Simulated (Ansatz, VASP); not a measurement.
**TePb in VASP and in Ansatz**

The input INCAR:

```
PREC = Accurate
ENCUT = 520
EDIFF = 1E-6
ISMEAR = 0
SIGMA = 0.02
LREAL = False
LASPH = True
NELM = 60
ALGO = Normal
ISIF = 2
LWAVE = False
LCHARG = False
GGA = PE
NBANDS = 17
```

Contents of KPOINTS:

```
regular mesh
0
Gamma
  8 8 8
```

Contents of POSCAR:

```
TePb
1.0
    0.1062328400      3.1623309200      3.2869253900
    3.2989298300      0.1354694600      3.2576887700
    3.2933148500      3.1274793200      0.1410844400
Te Pb
1 1
Direct
    0.5108382399      0.5002587543      0.5035776263
   -0.0108382399     -0.0002587543     -0.0035776263
```

Input for Ansatz:

```yaml
crystal:
  lattice:
    - [0.10623284, 3.16233092, 3.28692539]
    - [3.29892983, 0.13546946, 3.25768877]
    - [3.29331485, 3.12747932, 0.14108444]
  atoms:
    - { symbol: Te, position: [0.5108382399, 0.5002587543, 0.5035776263] }
    - { symbol: Pb, position: [-0.0108382399, -0.0002587543, -0.0035776263] }
basis:
  ecutwfc: 420
kpoints:
  mp_grid: { grid: [8, 8, 8] }
hamiltonian:
  xc: pbe
scf:
  occupations: { method: gaussian, width: 0.02 }
output:
  forces: true
  stress: true
  eigenvalues: true
  populations: true
```

Change from the starting cell: all atoms moved at random, cell strained at random.

Alike in both runs: task single point; functional PBE; k mesh 8 × 8 × 8; occupations gaussian, width 0.02 eV; no spin polarisation.

|  | VASP | Ansatz |
| --- | --- | --- |
| version | VASP 6.6.1 | Ansatz 0.2.0 |
| potentials or method | VASP PAW PBE potentials, release 64 (Te, Pb_d) | scalar-relativistic, plane waves, PAW |
| plane-wave cutoff (eV) | 520 | 420 |
| valence electrons in the cell | 20 | 30 |

Ansatz gave:

```
gap on the k mesh at the Fermi level (eV)       : 0.06
least direct gap on the mesh (eV)               : 0.35
pressure (GPa)                                  : 5.7
largest component of the traceless stress (GPa) : 5.31
rms of the force components (eV/Å)              : 0.140
```

Problem. Which values does VASP return?

Solution. gap on the k mesh at the Fermi level (eV): 0.07; least direct gap on the mesh (eV): 0.35; pressure (GPa): 5.6; largest component of the traceless stress (GPa): 5.31; rms of the force components (eV/Å): 0.142.

Atom by atom the forces differ by 0.002 eV/Å (rms over components). The two sets of potentials don't hold the same shells in valence.

Caveats: spin-orbit coupling is left out, which as a rule narrows the gap of such compounds by several tenths of an eV.
